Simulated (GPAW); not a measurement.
# SnO2 (Cassiterite) (P4_2/mnm) in GPAW: relaxation of cell and atoms with PBE+D3(BJ)

Aim: the relaxation of cell and atoms of SnO2 (Cassiterite) with PBE+D3(BJ).

Program: GPAW 26.7.0. These are calculated values, not measurements. Logs are shortened: lines on timing, memory, paths and dates and some standing lists are left out, and cuts for length are marked. The log counts tension as positive stress, the text compression.

### 1 Starting point

Symmetry: P4_2/mnm, No. 136, tetragonal system. Conventional cell: a = 4.738 Å, b = 4.738 Å, c = 3.187 Å, α = 90.00°, β = 90.00°, γ = 90.00°. Sn (site symmetry mmm) is surrounded by 6 O at 2.05 to 2.06 Å. O (site symmetry m2m) is surrounded by 3 Sn at 2.05 to 2.06 Å.

### 2 Relaxation of cell and atoms, PBE+D3(BJ)

The input, run.py:

```python
from ase.calculators.mixing import SumCalculator
from ase.filters import FrechetCellFilter
from ase.io import write
from ase.optimize import LBFGS
from ase.spacegroup import crystal
from dftd3.ase import DFTD3
from gpaw import GPAW, PW

# Sn 2a
# O 4f
atoms = crystal(['Sn', 'O'],
                basis=[[0.5, 0.5, 0.5],
                       [0.8071, 0.1929, 0.5]],
                spacegroup=136, setting=1,  # P4_2/mnm
                cellpar=[4.738, 4.738, 3.1865, 90.0, 90.0, 90.0],
                primitive_cell=True)

calc = GPAW(mode=PW(800),
            xc='PBE',
            kpts={'size': (4, 4, 5), 'gamma': True},
            occupations={'name': 'fermi-dirac', 'width': 0.05},
            nbands=43,
            convergence={'density': 1e-05, 'energy': 1e-05},
            maxiter=150,
            txt='gpaw.txt')
atoms.calc = SumCalculator([calc, DFTD3(method='pbe', damping='d3bj')])
opt = LBFGS(FrechetCellFilter(atoms), trajectory='relax.traj', logfile='-')
done = opt.run(fmax=0.05, steps=100)
calc.write('gs.gpw')
write('result.traj', atoms)
print('Converged:', done)
print('Cell:', atoms.cell.cellpar().round(4))
print('Volume:', round(atoms.get_volume(), 4))
print(atoms.get_scaled_positions().round(5))
```

Potentials or basis: GPAW PAW data sets (gpaw-data 1.2.1), pw.

Command:

```
> OMP_NUM_THREADS=1 python run.py
```

gpaw.txt:

```text
__  _  _
 | _ |_)|_||  |
 |__||  | ||/\| - 26.7.0

Input parameters:
  mode=PW(ecut=800.0),
  convergence={'density': 1e-05, 'energy': 1e-05},
  kpts=MonkhorstPack(size=(4, 4, 5), gamma=True),
  maxiter=150,
  nbands=43,
  occupations=Occupations(name='fermi-dirac', width=0.05),
  xc=XC(name='PBE')

Diagonalizing LCAO Hamiltonian
Converting LCAO to pw mode
    .-----------.
   /|           |
  / |           |
 *  | O         |
 |  .---Sn-O----.
 | /       O   /
 |/   O       /
 Sn----------*

Atoms  # Å, Bohr magnetons
|   | symbol |        x |        y |        z |    initial magnetic moments |
|---|--------|----------|----------|----------|-----------------------------|
| 0 |     Sn | 2.369000 | 2.369000 | 1.593250 | ( 0.0000,  0.0000,  0.0000) |
| 1 |     Sn | 0.000000 | 0.000000 | 0.000000 | ( 0.0000,  0.0000,  0.0000) |
| 2 |      O | 3.824040 | 0.913960 | 1.593250 | ( 0.0000,  0.0000,  0.0000) |
| 3 |      O | 0.913960 | 3.824040 | 1.593250 | ( 0.0000,  0.0000,  0.0000) |
| 4 |      O | 1.455040 | 1.455040 | 0.000000 | ( 0.0000,  0.0000,  0.0000) |
| 5 |      O | 3.282960 | 3.282960 | 0.000000 | ( 0.0000,  0.0000,  0.0000) |

Unit cell  # Å
| periodic |        x |        y |        z |  lengths |    angles |
|----------|----------|----------|----------|----------|-----------|
|      yes | 4.738000 | 0.000000 | 0.000000 | 4.738000 | 90.000000 |
|      yes | 0.000000 | 4.738000 | 0.000000 | 4.738000 | 90.000000 |
|      yes | 0.000000 | 0.000000 | 3.186500 | 3.186500 | 90.000000 |

Number of symmetries: 8
Symmetry operations  # r_c * U_cc + t_c -> r_c
|   | kind |            matrix            |
|---|------|------------------------------|
| 0 |  E   |  1, 0, 0,  0, 1, 0,  0, 0, 1 |
| 1 |  σ   |  1, 0, 0,  0, 1, 0,  0, 0,-1 |
| 2 |  σ   |  0, 1, 0,  1, 0, 0,  0, 0, 1 |
| 3 |  C2  |  0, 1, 0,  1, 0, 0,  0, 0,-1 |
| 4 |  σ   |  0,-1, 0, -1, 0, 0,  0, 0, 1 |
| 5 |  C2  |  0,-1, 0, -1, 0, 0,  0, 0,-1 |
| 6 |  C2  | -1, 0, 0,  0,-1, 0,  0, 0, 1 |
| 7 |  i   | -1, 0, 0,  0,-1, 0,  0, 0,-1 |
[... 194 lines left out ...]
Stress tensor  # eV/Ang^3
|         x |         y |         z |
|-----------|-----------|-----------|
| -0.054730 | -0.000000 |  0.000000 |
| -0.000000 | -0.054730 |  0.000000 |
|  0.000000 |  0.000000 | -0.069995 |

Forces  # eV/Ang
|        x |        y |       z |
|----------|----------|---------|
|  0.00000 |  0.00000 | 0.00000 |  # Sn   0
[... 512 lines left out ...]
| 5 |      O |  3.315241 |  3.315241 | -0.000000 | ( 0.0000,  0.0000,  0.0000) |

Unit cell  # Å
| periodic |        x |         y |         z |  lengths |    angles |
|----------|----------|-----------|-----------|----------|-----------|
|      yes | 4.769375 |  0.000003 |  0.000000 | 4.769375 | 90.000000 |
|      yes | 0.000003 |  4.769375 | -0.000000 | 4.769375 | 90.000000 |
|      yes | 0.000000 | -0.000000 |  3.215783 | 3.215783 | 89.999932 |

Number of symmetries: 8
Symmetry operations  # r_c * U_cc + t_c -> r_c
|   | kind |            matrix            |
|---|------|------------------------------|
| 0 |  E   |  1, 0, 0,  0, 1, 0,  0, 0, 1 |
| 1 |  σ   |  1, 0, 0,  0, 1, 0,  0, 0,-1 |
| 2 |  σ   |  0, 1, 0,  1, 0, 0,  0, 0, 1 |
| 3 |  C2  |  0, 1, 0,  1, 0, 0,  0, 0,-1 |
| 4 |  σ   |  0,-1, 0, -1, 0, 0,  0, 0, 1 |
| 5 |  C2  |  0,-1, 0, -1, 0, 0,  0, 0,-1 |
| 6 |  C2  | -1, 0, 0,  0,-1, 0,  0, 0, 1 |
| 7 |  i   | -1, 0, 0,  0,-1, 0,  0, 0,-1 |
[... 209 lines left out ...]
            O
              Sn
                 O
            O
       Sn

Atoms  # Å, Bohr magnetons
|   | symbol |        x |         y |         z |    initial magnetic moments |
|---|--------|----------|-----------|-----------|-----------------------------|
| 0 |     Sn | 2.389730 |  2.389730 |  1.611999 | ( 0.0000,  0.0000,  0.0000) |
| 1 |     Sn | 0.000000 | -0.000000 | -0.000000 | ( 0.0000,  0.0000,  0.0000) |
| 2 |      O | 3.850320 |  0.929141 |  1.611999 | ( 0.0000,  0.0000,  0.0000) |
| 3 |      O | 0.929141 |  3.850320 |  1.611999 | ( 0.0000,  0.0000,  0.0000) |
| 4 |      O | 1.460593 |  1.460593 | -0.000000 | ( 0.0000,  0.0000,  0.0000) |
| 5 |      O | 3.318868 |  3.318868 | -0.000000 | ( 0.0000,  0.0000,  0.0000) |

Unit cell  # Å
| periodic |        x |        y |         z |  lengths |    angles |
|----------|----------|----------|-----------|----------|-----------|
|      yes | 4.779457 | 0.000004 |  0.000000 | 4.779457 | 90.000000 |
|      yes | 0.000004 | 4.779457 | -0.000000 | 4.779457 | 90.000000 |
|      yes | 0.000000 | 0.000000 |  3.223998 | 3.223998 | 89.999899 |

Number of symmetries: 8
Symmetry operations  # r_c * U_cc + t_c -> r_c
|   | kind |            matrix            |
|---|------|------------------------------|
| 0 |  E   |  1, 0, 0,  0, 1, 0,  0, 0, 1 |
| 1 |  σ   |  1, 0, 0,  0, 1, 0,  0, 0,-1 |
| 2 |  σ   |  0, 1, 0,  1, 0, 0,  0, 0, 1 |
| 3 |  C2  |  0, 1, 0,  1, 0, 0,  0, 0,-1 |
| 4 |  σ   |  0,-1, 0, -1, 0, 0,  0, 0, 1 |
| 5 |  C2  |  0,-1, 0, -1, 0, 0,  0, 0,-1 |
| 6 |  C2  | -1, 0, 0,  0,-1, 0,  0, 0, 1 |
| 7 |  i   | -1, 0, 0,  0,-1, 0,  0, 0,-1 |
[... 211 lines left out ...]
            O
              Sn
                 O
            O
       Sn

Atoms  # Å, Bohr magnetons
|   | symbol |        x |         y |         z |    initial magnetic moments |
|---|--------|----------|-----------|-----------|-----------------------------|
| 0 |     Sn | 2.390451 |  2.390451 |  1.612376 | ( 0.0000,  0.0000,  0.0000) |
| 1 |     Sn | 0.000000 | -0.000000 | -0.000000 | ( 0.0000,  0.0000,  0.0000) |
| 2 |      O | 3.853600 |  0.927303 |  1.612376 | ( 0.0000,  0.0000,  0.0000) |
| 3 |      O | 0.927303 |  3.853600 |  1.612376 | ( 0.0000,  0.0000,  0.0000) |
| 4 |      O | 1.463149 |  1.463149 | -0.000000 | ( 0.0000,  0.0000,  0.0000) |
| 5 |      O | 3.317754 |  3.317754 | -0.000000 | ( 0.0000,  0.0000,  0.0000) |

Unit cell  # Å
| periodic |        x |        y |         z |  lengths |    angles |
|----------|----------|----------|-----------|----------|-----------|
|      yes | 4.780899 | 0.000004 |  0.000000 | 4.780899 | 90.000000 |
|      yes | 0.000004 | 4.780899 | -0.000000 | 4.780899 | 90.000000 |
|      yes | 0.000000 | 0.000000 |  3.224752 | 3.224752 | 89.999910 |

Number of symmetries: 8
Symmetry operations  # r_c * U_cc + t_c -> r_c
|   | kind |            matrix            |
|---|------|------------------------------|
| 0 |  E   |  1, 0, 0,  0, 1, 0,  0, 0, 1 |
| 1 |  σ   |  1, 0, 0,  0, 1, 0,  0, 0,-1 |
| 2 |  σ   |  0, 1, 0,  1, 0, 0,  0, 0, 1 |
| 3 |  C2  |  0, 1, 0,  1, 0, 0,  0, 0,-1 |
| 4 |  σ   |  0,-1, 0, -1, 0, 0,  0, 0, 1 |
| 5 |  C2  |  0,-1, 0, -1, 0, 0,  0, 0,-1 |
| 6 |  C2  | -1, 0, 0,  0,-1, 0,  0, 0, 1 |
| 7 |  i   | -1, 0, 0,  0,-1, 0,  0, 0,-1 |
[... 197 lines left out ...]
Forces  # eV/Ang
|        x |        y |        z |
|----------|----------|----------|
|  0.00000 |  0.00000 |  0.00000 |  # Sn   0
|  0.00000 |  0.00000 |  0.00000 |  # Sn   1
|  0.01985 | -0.01985 |  0.00000 |  # O    2
| -0.01985 |  0.01985 | -0.00000 |  # O    3
|  0.02016 |  0.02016 | -0.00000 |  # O    4
| -0.02016 | -0.02016 |  0.00000 |  # O    5

# Writing to gs.gpw (mode='')
```

Run time: 4.5 min. Hardware: 1 thread of Arm Neoverse V1, shared host; peak memory 0.33 GiB.

What came out:

| Property | Result |
| --- | --- |
| Free energy | -40.1558 eV |
| Relaxed volume | 12.28 Å³/atom |
| Relaxed cell | a = 4.781 Å, b = 4.781 Å, c = 3.225 Å, α = 90.00°, β = 90.00°, γ = 90.00° |
| Space group after relaxing (to 0.05 Å) | P4_2/mnm (No. 136) |
| Energy gained by relaxing | 8.0 meV/atom |
| Ionic steps | 6 |
| Pressure after relaxing | -0.1 GPa |
| Largest force after relaxing | 0.023 eV/Å |
| Band gap on the k mesh | 0.94 eV, direct |
| Dispersion energy per atom | -0.216 eV |

Forces on the atoms (eV/Å):
```
Sn   0.000  0.000  0.000
Sn   0.000  0.000  0.000
O    0.016 -0.016  0.000
O   -0.016  0.016  0.000
O    0.017  0.017  0.000
O   -0.017 -0.017  0.000
```

The path:
| step | energy change (eV) | largest force (eV/Å) | pressure (GPa) | volume (Å³) |
| --- | --- | --- | --- | --- |
| 1 | 0.0000 | 0.2591 | 6.48 | 71.53 |
| 2 | -0.0128 | 0.1545 | 5.56 | 71.78 |
| 3 | -0.0393 | 0.1674 | 1.97 | 72.87 |
| 4 | -0.0427 | 0.1687 | 1.19 | 73.15 |
| 5 | -0.0473 | 0.0854 | -0.04 | 73.65 |
| 6 | -0.0479 | 0.0233 | -0.12 | 73.71 |

Final structure:
```cif
data_structure
_symmetry_space_group_name_H-M 'P 1'
_symmetry_Int_Tables_number 1
_cell_length_a 4.7809
_cell_length_b 4.7809
_cell_length_c 3.2248
_cell_angle_alpha 90.000
_cell_angle_beta 90.000
_cell_angle_gamma 90.000
_cell_volume 73.71
loop_
_atom_site_label
_atom_site_type_symbol
_atom_site_fract_x
_atom_site_fract_y
_atom_site_fract_z
_atom_site_occupancy
Sn1 Sn 0.50000 0.50000 0.50000 1
Sn2 Sn 0.00000 0.00000 0.00000 1
O1 O 0.80604 0.19396 0.50000 1
O2 O 0.19396 0.80604 0.50000 1
O3 O 0.30604 0.30604 0.00000 1
O4 O 0.69396 0.69396 0.00000 1
```

Levels at points of the mesh, in eV from the valence-band top:
```
           k point  band 24  band 25  band 26  band 27  band 28  band 29
(0.00, 0.00, 0.00)    -0.75    -0.75     0.00     0.94     5.91     6.16
(0.50, 0.00, 0.00)    -1.20    -0.61    -0.61     4.14     4.14     6.93
(0.50, 0.50, 0.00)    -1.32    -0.86    -0.86     4.55     4.55     7.32
```

Caveat: the k mesh is coarse; later steps reuse the first step's grids; spin-orbit coupling is left out, which moves the levels of the heavy elements. Zero-point motion and thermal expansion aren't in these numbers.
